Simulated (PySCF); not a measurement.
Norbornene, C7H10.
SMILES: `C1=C[C@H]2CC[C@@H]1C2`

The closed-shell ground state was solved at several levels (PySCF, density fitting, gas phase, non-relativistic). Geometry: PBE0-D3(BJ)/def2-TZVP; no solvent, vibrations or thermal averaging.

```
           level  basis functions  total energy (Eh)  HOMO (eV)  LUMO (eV)  gap (eV)  dipole (D)
    KT3/pcSseg-2              392          -277.3501      -5.74      -0.60      5.14        0.37
  B97-2/pcSseg-2              392          -272.7274      -6.56       0.32      6.88        0.39
wB97X-D/pcSseg-2              392          -272.7344      -8.65       2.16     10.81        0.40
```

Q: What might PBE0/pcSseg-2 (392 basis functions) give for the same quantities?

A: Total energy -272.4964 Eh, HOMO -6.82 eV, LUMO 0.35 eV, gap 7.17 eV, dipole 0.40 D.

Q: Over all these levels, which gives the widest orbital gap and which the narrowest?

A: wB97X-D/pcSseg-2 (range-separated hybrid) has the widest, 10.81 eV, and KT3/pcSseg-2 (GGA) the narrowest, 5.14 eV. From the narrowest to the widest the HOMO moves by -2.91 eV and the LUMO by +2.76 eV.

Q: In the pcSseg-2 basis, how does the gap go with the fixed share of exact exchange?

A: KT3 (0 %) 5.14 eV; B97-2 (21 %) 6.88 eV; PBE0 (25 %) 7.17 eV. Each rise in the share widens the gap here.

Q: How far do the dipole and the HOMO energy spread over the levels?

A: The dipole runs from 0.37 to 0.40 D (mean 0.39 D) and the HOMO from -8.65 to -5.74 eV.

wB97X-D is run here without its empirical dispersion term; that term would change no orbital, density or response property at a fixed geometry.
